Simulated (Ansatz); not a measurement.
**V, simple cubic: how the functional moves the structure**

All rows: Ansatz, plane waves with scalar-relativistic PAW, 420 eV (500 eV for the SCAN forms), relaxed under each functional, no dispersion correction, no zero-point motion. B₀ comes from uniform scaling at fixed shape; a dash is a value not given.

```csv
functional,V (Å³/atom),cell,B₀ (GPa),magnetic state,ΔE to bcc (meV/atom)
PBE,14.60,a = 2.444 Å,138,non-magnetic,847
PBEsol,14.01,a = 2.411 Å,147,spin not included,881
LDA,13.49,a = 2.381 Å,159,spin not included,857
revPBE,14.95,a = 2.463 Å,126,spin not included,843
BLYP,15.19,a = 2.476 Å,122,spin not included,692
```

Q: What does RPBE give?

A: V (Å³/atom): 15.07; cell: a = 2.470 Å; B₀ (GPa): 124; magnetic state: spin not included; ΔE to bcc (meV/atom): 841.
